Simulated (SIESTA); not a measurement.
# InSe (P6_3/mmc) in SIESTA: reference runs, part 2 of 2

SIESTA 5.4.2. Earlier steps stand in the parts before.

## 3. Single point, PBE (atoms moved at random, drawn with an rms of 0.05 Å)

Contents of InSe.fdf:

```
SystemName                      InSe
SystemLabel                     InSe
NumberOfSpecies                 2
NumberOfAtoms                   8
%block ChemicalSpeciesLabel
  1  49 In
  2  34 Se
%endblock ChemicalSpeciesLabel

LatticeConstant                 1.0 Ang
%block LatticeVectors
     4.0500000000     0.0000000000     0.0000000000
    -2.0250000000     3.5074028853     0.0000000000
     0.0000000000     0.0000000000    16.9300000000
%endblock LatticeVectors
AtomicCoordinatesFormat         Fractional
%block AtomicCoordinatesAndAtomicSpecies
     0.6581760000     0.3178450000     0.8420470000  1  In
     0.3070500000     0.6465450000     0.3432950000  1  In
     0.6695810000     0.3381450000     0.6604510000  1  In
     0.3297570000     0.6625550000     0.1571450000  1  In
     0.6682210000     0.3342920000     0.3955820000  2  Se
     0.3428560000     0.6581370000     0.8947300000  2  Se
     0.6561460000     0.3311770000     0.1021990000  2  Se
     0.3258260000     0.6660890000     0.6027020000  2  Se
%endblock AtomicCoordinatesAndAtomicSpecies

%block kgrid.MonkhorstPack
    8   0   0  0.0
    0   8   0  0.0
    0   0   2  0.0
%endblock kgrid.MonkhorstPack
XC.Functional                   GGA
XC.Authors                      PBE
PAO.BasisSize                   DZP
PAO.EnergyShift                 0.003 Ry
Mesh.Cutoff                     500 Ry
OccupationFunction              FD
ElectronicTemperature           0.05 eV
MaxSCFIterations                120
SCF.MustConverge                false
SCF.Mixer.Method                Pulay
SCF.Mixer.Weight                0.25
SCF.Mixer.History               8
SCF.DM.Tolerance                5.0e-05
SCF.H.Tolerance                 1.0e-03 eV
WriteForces                     true
Charge.Mulliken                 end
%block PAO.Basis
  In 4
  n=5 0 2
    6.996 0.000
  n=5 1 2
    9.500 0.000
  n=4 2 2
    4.106 0.000
  n=5 2 1
    9.500
  Se 4
  n=4 0 2
    5.139 0.000
  n=4 1 2
    6.735 0.000
  n=3 2 2
    2.657 0.000
  n=4 2 1
    6.735
%endblock PAO.Basis
```

Potentials or basis: PseudoDojo 0.4 standard (PBE files), DZP (energy shift 0.003 Ry; two zetas on semicore shells).

Run with:

```
$ siesta InSe.fdf > InSe.out 2>&1
```

InSe.out:

```text
Version         : 5.4.2

[... 6 lines left out ...]
 NOTE: Please see the manual for full details and compatibility measures.

reinit: Reading from file InSe.fdf

reinit: -----------------------------------------------------------------------
reinit: System Name: InSe
reinit: -----------------------------------------------------------------------
reinit: System Label: InSe
reinit: -----------------------------------------------------------------------

initatom: Reading input for the pseudopotentials and atomic orbitals ----------
Species number:   1 Atomic number:   49 Label: In
Species number:   2 Atomic number:   34 Label: Se

Ground state valence configuration (from tables):   5s02  5p01  5d00  4f00
Ground state valence configuration (from tables):   4s02  4p04  4d00  4f00

---- Processing specs for species: In
Reading pseudopotential information in PSML from:
  In.psml
PSML file version: 1.1
Using libxc ids:  101 130
GGA--PBE XC_GGA_X_PBE--XC_GGA_C_PBE pb
Semicore shell(s) with 10 electrons included in the valence for In

---- Processing specs for species: Se
[... 706 lines left out ...]
              1.959   1.949   1.940   1.953   1.958   0.045   0.054   0.060
[... 5 lines left out ...]
              0.053   0.050  -0.007   0.044   0.075   0.044  -0.009
   4 12.874   0.933   0.266   0.074   0.404   0.076   0.364   0.226   0.367
              1.956   1.950   1.939   1.951   1.956   0.048   0.054   0.061

              0.053   0.048  -0.012   0.047   0.080   0.045  -0.012

Species: Se
Atom  Qatom  Qorb
               4s      4s      4py     4pz     4px     4py     4pz     4px
               3dxy    3dyz    3dz2    3dxz    3dx2-y2 3dxy    3dyz    3dz2
               3dxz    3dx2-y2 4dxy    4dyz    4dz2    4dxz    4dx2-y2
   5 16.125   1.873   0.005   0.949   1.549   0.839   0.335   0.081   0.392
              2.003   2.001   1.998   2.001   2.003  -0.002   0.001   0.003

              0.000  -0.002   0.011   0.030   0.014   0.029   0.013
   6 16.118   1.876   0.004   0.876   1.544   0.913   0.371   0.084   0.353
              2.003   2.001   1.998   2.001   2.003  -0.002   0.000   0.003
[... 5 lines left out ...]
              0.001  -0.002   0.011   0.029   0.013   0.029   0.011
   8 16.125   1.880   0.005   0.947   1.538   0.919   0.330   0.068   0.343
              2.002   2.001   1.998   2.001   2.002  -0.001   0.001   0.003

              0.001  -0.001   0.010   0.029   0.012   0.029   0.010

mulliken: Qtot =      116.000

Mulliken Atomic Populations:
Atom #   charge [q] valence [e]  Species
     1     0.112987   12.887013  In
     2     0.121217   12.878783  In
     3     0.132723   12.867277  In
     4     0.126123   12.873877  In
     5    -0.124819   16.124819  Se
     6    -0.117603   16.117603  Se
     7    -0.125556   16.125556  Se
     8    -0.125072   16.125072  Se
 Total    -0.000000

Job completed
```

Run time: 2.6 min. Hardware: 1 thread of AMD EPYC 7R43 (Zen 3), shared host; peak memory 0.61 GiB.

Results:

* Free energy: -20427.3965 eV
* Pressure: 9.1 GPa
* Largest force: 3.754 eV/Å
* Band gap on the k mesh: none (metal or under the smearing width)

Forces in eV/Å, atoms in the order of the input:
```
In   0.637  0.266 -3.279
In   1.013  0.896 -3.502
In  -0.317 -0.221  2.890
In  -0.364  0.081  3.240
Se  -1.001 -0.874  2.681
Se  -0.667 -0.225  2.588
Se   0.359 -0.101 -2.419
Se   0.339  0.181 -2.199
```

Levels at points of the mesh, in eV from the Fermi level:
| k point | band 54 | band 55 | band 56 | band 57 | band 58 | band 59 | band 60 | band 61 | band 62 | band 63 |
| --- | --- | --- | --- | --- | --- | --- | --- | --- | --- | --- |
| (0.00, 0.00, 0.00) | -2.35 | -2.32 | -2.23 | -1.43 | -0.45 | -0.17 | 0.32 | 1.28 | 1.62 | 3.80 |
| (0.50, 0.00, 0.00) | -3.28 | -2.97 | -2.61 | -1.58 | -1.14 | 0.94 | 1.04 | 1.36 | 1.42 | 3.17 |
| (0.00, 0.50, 0.00) | -3.31 | -2.98 | -2.60 | -1.57 | -1.07 | 0.91 | 1.04 | 1.25 | 1.38 | 3.17 |
| (0.50, 0.50, 0.00) | -3.30 | -2.95 | -2.62 | -1.59 | -1.12 | 0.94 | 1.08 | 1.27 | 1.43 | 3.16 |
| (0.00, 0.00, 0.50) | -2.35 | -2.33 | -2.23 | -1.06 | -1.01 | 0.15 | 0.21 | 1.44 | 1.46 | 3.82 |
| (0.50, 0.00, 0.50) | -3.40 | -2.75 | -2.73 | -1.41 | -1.33 | 1.01 | 1.16 | 1.30 | 1.31 | 3.10 |
| (0.00, 0.50, 0.50) | -3.44 | -2.75 | -2.74 | -1.43 | -1.22 | 1.02 | 1.15 | 1.20 | 1.24 | 3.13 |
| (0.50, 0.50, 0.50) | -3.44 | -2.78 | -2.72 | -1.44 | -1.29 | 1.09 | 1.13 | 1.25 | 1.26 | 3.12 |

Caveat: the basis of atomic orbitals isn't converged, which shifts pressures, moduli and gaps.
